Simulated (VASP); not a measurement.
# BAs (Pm-3m) in VASP: a series of runs, part 4 of 4

VASP 6.6.1.

## (6) Phonons, PBEsol

Input file POSCAR:

```
BAs
1.0
    2.9343700000      0.0000000000      0.0000000000
    0.0000000000      2.9343700000      0.0000000000
    0.0000000000      0.0000000000      2.9343700000
B As
1 1
Direct
    0.5000000000      0.5000000000      0.5000000000
    0.0000000000      0.0000000000      0.0000000000
```

Input file INCAR.step1:

```
  PREC = Accurate
  ENCUT = 600
  EDIFF = 1E-8
  ISMEAR = 0
  SIGMA = 0.02
  LREAL = False
  LASPH = True
  NELM = 80
  ALGO = Normal
  ISIF = 3
  LWAVE = False
  LCHARG = False
  GGA = PS
  IBRION = 2
  NSW = 40
  EDIFFG = -0.002
```

Input file INCAR.step2:

```
  PREC = Accurate
  ENCUT = 600
  EDIFF = 1E-8
  ISMEAR = 0
  SIGMA = 0.02
  LREAL = False
  LASPH = True
  NELM = 80
  ALGO = Normal
  ISIF = 2
  LWAVE = False
  LCHARG = False
  GGA = PS
  IBRION = 8
  NSW = 1
```

Input file KPOINTS:

```
regular mesh
0
Gamma
  7 7 7
```

Potentials or basis: VASP PAW PBE potentials, release 64 (B, As).

Started as:

```
$ cat potpaw_PBE.64/B/POTCAR potpaw_PBE.64/As/POTCAR > POTCAR
$ cp INCAR.step1 INCAR
$ mpirun -np 1 vasp_std > vasp.out
$ cp CONTCAR POSCAR
$ cp INCAR.step2 INCAR
$ mpirun -np 1 vasp_std > vasp.out
```

OUTCAR:

```text
PREC = Accurate
   ENCUT = 600
   EDIFF = 1E-8
   ISMEAR = 0
   LREAL = False
   LASPH = True
   NELM = 80
   ISIF = 2
   GGA = PS
   IBRION = 8
   NSW = 1

 ion  position               nearest neighbor table
   1  0.500  0.500  0.500-   2 2.51   2 2.51   2 2.51   2 2.51   2 2.51   2 2.51   2 2.51   2 2.51

   2  0.000  0.000  0.000-   1 2.51   1 2.51   1 2.51   1 2.51   1 2.51   1 2.51   1 2.51   1 2.51

  LATTYP: Found a simple cubic cell.
 ALAT       =     2.8983701884

  Lattice vectors:

 A1 = (   2.8983701884,   0.0000000000,   0.0000000000)
 A2 = (   0.0000000000,   2.8983701884,   0.0000000000)
 A3 = (   0.0000000000,   0.0000000000,   2.8983701884)

Analysis of symmetry for initial positions (statically):
=====================================================================
 Subroutine PRICEL returns:
 Original cell was already a primitive cell.

 Routine SETGRP: Setting up the symmetry group for a
 simple cubic supercell.

 Subroutine GETGRP returns: Found 48 space group operations
 (whereof 48 operations were pure point group operations)
 out of a pool of 48 trial point group operations.

The static configuration has the point symmetry O_h .

Analysis of symmetry for dynamics (positions and initial velocities):
=====================================================================
 Subroutine PRICEL returns:
 Original cell was already a primitive cell.

 Routine SETGRP: Setting up the symmetry group for a
 simple cubic supercell.

 Subroutine GETGRP returns: Found 48 space group operations
 (whereof 48 operations were pure point group operations)
 out of a pool of 48 trial point group operations.

The dynamic configuration has the point symmetry O_h .

 Subroutine INISYM returns: Found 48 space group operations
 (whereof 48 operations are pure point group operations),
 and found     1 'primitive' translations

----------------------------------------------------------------------------------------

                                     Primitive cell

  volume of cell :      24.3479

  direct lattice vectors                    reciprocal lattice vectors
     2.898370188  0.000000000  0.000000000     0.345021490  0.000000000  0.000000000
     0.000000000  2.898370188  0.000000000     0.000000000  0.345021490 -0.000000000
     0.000000000  0.000000000  2.898370188     0.000000000  0.000000000  0.345021490

  length of vectors
     2.898370188  2.898370188  2.898370188     0.345021490  0.345021490  0.345021490

  position of ions in fractional coordinates (direct lattice)
     0.500000000  0.500000000  0.500000000
     0.000000000  0.000000000  0.000000000

  ion indices of the primitive-cell ions
   primitive index   ion index
                 1           1
[... 129 lines left out ...]
      1      -8.6061      2.00000
      2       6.6187      2.00000
      3       6.6187      2.00000
      4       6.6187      2.00000
      5       7.6391      1.89898
      6      13.0815      0.00000
      7      13.0815      0.00000
      8      17.2323      0.00000
[... 199 lines left out ...]
 k-point    20 :       0.4286    0.4286    0.4286
  band No.  band energies     occupation
      1      -0.5499      2.00000
      2       2.8935      2.00000
      3       3.7560      2.00000
      4       3.7560      2.00000
      5       5.3495      2.00000
      6       6.4162      2.00000
      7       6.4162      2.00000
      8       8.2504      0.00000

------------------------ aborting loop because EDIFF is reached ----------------------------------------

  FORCE on cell =-STRESS in cart. coord.  units (eV):
  Direction    XX          YY          ZZ          XY          YZ          ZX
  --------------------------------------------------------------------------------------
  -------------------------------------------------------------------------------------
  Total       -0.0038888     -0.0038888     -0.0038888      0.0000000      0.0000000      0.0000000
  in kB       -0.2558993     -0.2558993     -0.2558993      0.0000000      0.0000000      0.0000000
  external PRESSURE =      -0.2558993 kB  Pullay stress =       0.0000000 kB

 VOLUME and BASIS-vectors are now :
 -----------------------------------------------------------------------------
  energy-cutoff  :      600.00
  volume of cell :       24.35
      direct lattice vectors                 reciprocal lattice vectors
     2.898370188  0.000000000  0.000000000     0.345021490  0.000000000  0.000000000
     0.000000000  2.898370188  0.000000000     0.000000000  0.345021490 -0.000000000
     0.000000000  0.000000000  2.898370188     0.000000000  0.000000000  0.345021490

 POSITION                                       TOTAL-FORCE (eV/Angst)
 -----------------------------------------------------------------------------------
      1.44919      1.44919      1.44919         0.000000      0.000000      0.000000
      0.00000      0.00000      0.00000         0.000000     -0.000000      0.000000
 -----------------------------------------------------------------------------------
    total drift:                                0.000000      0.000000     -0.000000

  FREE ENERGIE OF THE ION-ELECTRON SYSTEM (eV)
  ---------------------------------------------------
  free  energy   TOTEN  =        -9.3126180256 eV

  energy  without entropy=       -9.3117574642  energy(sigma->0) =       -9.31218774

[... ionic steps 2 to 3 ...]

--------------------------------------- Ionic step        4  -------------------------------------------

------------------------ aborting loop because EDIFF is reached ----------------------------------------

[... ionic steps 5 to 6 ...]

--------------------------------------- Ionic step        7  -------------------------------------------

 Free energy of the ion-electron system (eV)
  ---------------------------------------------------
  ---------------------------------------------------
  free energy    TOTEN  =        -0.03212896 eV

  energy without entropy =       -0.03212896

------------------------ aborting loop because EDIFF is reached ----------------------------------------

 INTERNAL STRAIN TENSOR  FOR ION    2  DIRECTION 1   (eV/Angst):
 -----------------------------------------------------------------------------
    -0.03208 -0.00000  0.00000
     0.00000  0.00923  0.00000
    -0.00000  0.00000  0.00923

 INTERNAL STRAIN TENSOR FOR ION    2 for displacements in x,y,z  (eV/Angst):
          X           Y           Z          XY          YZ          ZX
  --------------------------------------------------------------------------------
  x     0.00000     0.00000     0.00000     0.00000     0.00000     0.00000
  y     0.00000     0.00000     0.00000     0.00000     0.00000     0.00000
  z     0.00000     0.00000     0.00000     0.00000     0.00000     0.00000

 SECOND DERIVATIVES (NOT SYMMETRIZED)
 ------------------------------------
               1X          1Y          1Z          2X          2Y          2Z
  1X     1.426289    0.000000    0.000000   -1.426289    0.000000   -0.000000
  1Y     0.000000    1.426289    0.000000    0.000000   -1.426289   -0.000000
  1Z    -0.000000    0.000000    1.426289    0.000000   -0.000000   -1.426289
  2X    -1.424230   -0.000000   -0.000000    1.424230    0.000000    0.000000
  2Y    -0.000000   -1.424230   -0.000000    0.000000    1.424230    0.000000
  2Z    -0.000000   -0.000000   -1.424230    0.000000    0.000000    1.424230

 Eigenvectors and eigenvalues of the dynamical matrix
 ----------------------------------------------------

   1 f  =    0.001455 THz     0.009144 2PiTHz    0.048543 cm-1     0.006019 meV
             X         Y         Z           dx          dy          dz
      1.449185  1.449185  1.449185     0.052994   -0.315677    0.153236
      0.000000  0.000000  0.000000     0.139610   -0.831626    0.403689
[... 21 lines left out ...]
   6 f/i=    6.073672 THz    38.162007 2PiTHz  202.595893 cm-1    25.118678 meV
             X         Y         Z           dx          dy          dz
      1.449185  1.449185  1.449185    -0.000000   -0.934911    0.000000
      0.000000  0.000000  0.000000    -0.000000    0.354883    0.000000

--------------------------------------------------------------------------------------------------------

 ELASTIC MODULI CONTR FROM IONIC RELAXATION (kBar)
 Direction    XX          YY          ZZ          XY          YZ          ZX
 --------------------------------------------------------------------------------
 XX           0.0000      0.0000      0.0000      0.0000      0.0000      0.0000
 YY           0.0000      0.0000      0.0000      0.0000      0.0000      0.0000
 ZZ           0.0000      0.0000      0.0000      0.0000      0.0000      0.0000
 XY           0.0000      0.0000      0.0000      0.0000      0.0000      0.0000
 YZ           0.0000      0.0000      0.0000      0.0000      0.0000      0.0000
 ZX           0.0000      0.0000      0.0000      0.0000      0.0000      0.0000
 --------------------------------------------------------------------------------
```

Wall time 82 s (1 thread of AMD EPYC 7R43 (Zen 3), shared host); peak memory 0.12 GiB.

Results:

- Relaxed volume: 12.17 Å³/atom
- Relaxed cell: a = 2.898 Å, b = 2.898 Å, c = 2.898 Å, α = 90.00°, β = 90.00°, γ = 90.00°
- Space group after relaxing (to 0.05 Å): Pm-3m (No. 221)
- Highest phonon frequency at Γ, LO-TO splitting left out: 0 cm⁻¹
- Most unstable mode: 203i cm⁻¹

Step by step:
```
step  energy change (eV)  largest force (eV/Å)  pressure (GPa)  volume (Å³)
   1              0.0000                0.0000           -4.35        25.27
   2             -0.0120                0.0000            1.26        24.03
   3             -0.0129                0.0000            0.07        24.31
   4             -0.0129                0.0000            0.04        24.33
   5             -0.0129                0.0000           -0.06        24.36
   6             -0.0129                0.0000           -0.06        24.36
   7             -0.0129                0.0000           -0.06        24.36
   8             -0.0129                0.0000           -0.06        24.36
   9             -0.0129                0.0000           -0.06        24.36
  10             -0.0129                0.0000           -0.06        24.36
  11             -0.0129                0.0000           -0.06        24.36
  12             -0.0129                0.0000           -0.05        24.36
  13             -0.0129                0.0000           -0.05        24.35
  14             -0.0129                0.0000           -0.05        24.35
  15             -0.0129                0.0000           -0.05        24.35
  16             -0.0129                0.0000           -0.04        24.35
  17             -0.0129                0.0000           -0.03        24.35
```

Final structure:
```
B As
1.0
     2.89837    0.00000    0.00000
     0.00000    2.89837    0.00000
     0.00000    0.00000    2.89837
B As
1 1
Direct
  0.50000 0.50000 0.50000
  0.00000 0.00000 0.00000
```

Phonon frequencies in cm⁻¹ (negative: imaginary):
| q point | frequencies |
| --- | --- |
| (0.000, 0.000, 0.000) | -203 -203 -203 0 0 0 |

Caveat: some modes are imaginary; the PAW data sets were made with another functional, which shifts forces and pressure a little.

## (7) Elastic constants, PBEsol

POSCAR is that of step 6.

Input file INCAR.step1:

```
PREC = Accurate ; ENCUT = 600
EDIFF = 1E-8 ; ISMEAR = 0
SIGMA = 0.02 ; LREAL = F
LASPH = T ; NELM = 60
ALGO = Normal ; ISIF = 3
LWAVE = F ; LCHARG = F
GGA = PS ; IBRION = 2
NSW = 40 ; EDIFFG = -0.002
```

Input file INCAR.step2:

```
PREC = Accurate ; ENCUT = 600
EDIFF = 1E-8 ; ISMEAR = 0
SIGMA = 0.02 ; LREAL = F
LASPH = T ; NELM = 60
ALGO = Normal ; ISIF = 3
LWAVE = F ; LCHARG = F
GGA = PS ; IBRION = 6
NFREE = 2 ; POTIM = 0.015
NSW = 1
```

KPOINTS is that of step 6.

Started as:

```
$ cat potpaw_PBE.64/B/POTCAR potpaw_PBE.64/As/POTCAR > POTCAR
$ cp INCAR.step1 INCAR
$ mpirun -np 1 vasp_std > vasp.out
$ cp CONTCAR POSCAR
$ cp INCAR.step2 INCAR
$ mpirun -np 1 vasp_std > vasp.out
```

Run time: 3.5 min. Hardware: 1 thread of AMD EPYC 7R43 (Zen 3), shared host; peak memory 0.14 GiB.

Results (log left out):

```
Relaxed volume                                          : 12.17 Å³/atom
Relaxed cell                                            : a = 2.898 Å, b = 2.898 Å, c = 2.898 Å, α = 90.00°, β = 90.00°, γ = 90.00°
Space group after relaxing (to 0.05 Å)                  : Pm-3m (No. 221)
Elastic constants C11, C12, C44                         : 416, -46, 49 GPa
Voigt bulk modulus                                      : 108 GPa
Highest phonon frequency at Γ, LO-TO splitting left out : 0 cm⁻¹
Most unstable mode                                      : 206i cm⁻¹
```

Step by step:
| step | energy change (eV) | largest force (eV/Å) | pressure (GPa) | volume (Å³) |
| --- | --- | --- | --- | --- |
| 1 | 0.0000 | 0.0000 | -4.35 | 25.27 |
| 2 | -0.0120 | 0.0000 | 1.26 | 24.03 |
| 3 | -0.0129 | 0.0000 | 0.07 | 24.31 |
| 4 | -0.0129 | 0.0000 | 0.04 | 24.33 |
| 5 | -0.0129 | 0.0000 | -0.06 | 24.36 |
| 6 | -0.0129 | 0.0000 | -0.06 | 24.36 |
| 7 | -0.0129 | 0.0000 | -0.06 | 24.36 |
| 8 | -0.0129 | 0.0000 | -0.06 | 24.36 |
| 9 | -0.0129 | 0.0000 | -0.06 | 24.36 |
| 10 | -0.0129 | 0.0000 | -0.06 | 24.36 |
| 11 | -0.0129 | 0.0000 | -0.06 | 24.36 |
| 12 | -0.0129 | 0.0000 | -0.05 | 24.36 |
| 13 | -0.0129 | 0.0000 | -0.05 | 24.35 |
| 14 | -0.0129 | 0.0000 | -0.05 | 24.35 |
| 15 | -0.0129 | 0.0000 | -0.05 | 24.35 |
| 16 | -0.0129 | 0.0000 | -0.04 | 24.35 |
| 17 | -0.0129 | 0.0000 | -0.03 | 24.35 |

Final structure:
```
CELL_PARAMETERS angstrom
2.89837 0.00000 0.00000
0.00000 2.89837 0.00000
0.00000 0.00000 2.89837
ATOMIC_POSITIONS crystal
B 0.50000 0.50000 0.50000
As 0.00000 0.00000 0.00000
```

Phonon frequencies in cm⁻¹ (negative: imaginary):
| q point | frequencies |
| --- | --- |
| (0.000, 0.000, 0.000) | -206 -206 -206 0 0 0 |

Elastic tensor in Voigt notation (GPa, in the Cartesian axes of the cell as first typed):
```
416 -46 -46   0   0   0
-46 416 -46   0   0   0
-46 -46 416   0   0   0
  0   0   0  49   0   0
  0   0   0   0  49   0
  0   0   0   0   0  49
```

Clamped-ion elastic tensor (GPa):
```
416 -46 -46   0   0   0
-46 416 -46   0   0   0
-46 -46 416   0   0   0
  0   0   0  49   0   0
  0   0   0   0  49   0
  0   0   0   0   0  49
```

Caveat: some modes are imaginary; the PAW data sets were made with another functional, which shifts forces and pressure a little.

## (8) The reference run

An earlier run on the cell as given: functional PBE; potentials or basis VASP PAW PBE potentials, release 64 (B, As); cutoff 520 eV; k mesh 9 × 9 × 9; occupations fermi-dirac, width 0.05 eV; no spin polarisation.

- Pressure: 0.5 GPa
- Band gap on the k mesh: none (metal or under the smearing width)

## (9) Summary

```tsv
task	level	cell	k mesh	cutoff (eV)	smearing	k mesh for the DOS	occupations for the DOS	ions in elastic constants	gap on the mesh (eV)	pressure (GPa)
optical spectrum	PBEsol	as given	9 × 9 × 9	520	gaussian 0.02 eV	-	-	-	none	-3.6
density of states	PBEsol	as given	9 × 9 × 9	520	gaussian 0.02 eV	14 × 14 × 14	tetrahedron	-	-	-
electric field gradients	PBEsol	as given	9 × 9 × 9	520	gaussian 0.02 eV	-	-	-	none	-3.6
core levels	PBEsol	as given	9 × 9 × 9	520	gaussian 0.02 eV	-	-	-	none	-3.6
phonons	PBEsol	relaxed	7 × 7 × 7	600	gaussian 0.02 eV	-	-	-	-	-
elastic constants	PBEsol	relaxed	7 × 7 × 7	600	gaussian 0.02 eV	-	-	relaxed	-	-
single point	PBE	as given	9 × 9 × 9	520	fermi-dirac 0.05 eV	-	-	-	none	0.5
```

Alike in all rows: potentials or basis VASP PAW PBE potentials, release 64 (B, As); no spin polarisation.

Every run on the cell as given and a fine mesh finds a metal. The pressure there spans -3.6 GPa (PBEsol) to 0.5 GPa (PBE); a positive pressure means that this level wants a larger cell, a negative one a smaller.

Caveats: the PAW data sets were made with another functional, which shifts forces and pressure a little (some runs); some modes are imaginary (some runs); spectra need much finer meshes, so this one isn't converged (some runs); independent-particle spectra lack excitons (some runs); the intraband (Drude) part of a metal's response may be missing (some runs).

Absolute energies hang on the potentials; compare differences alone.
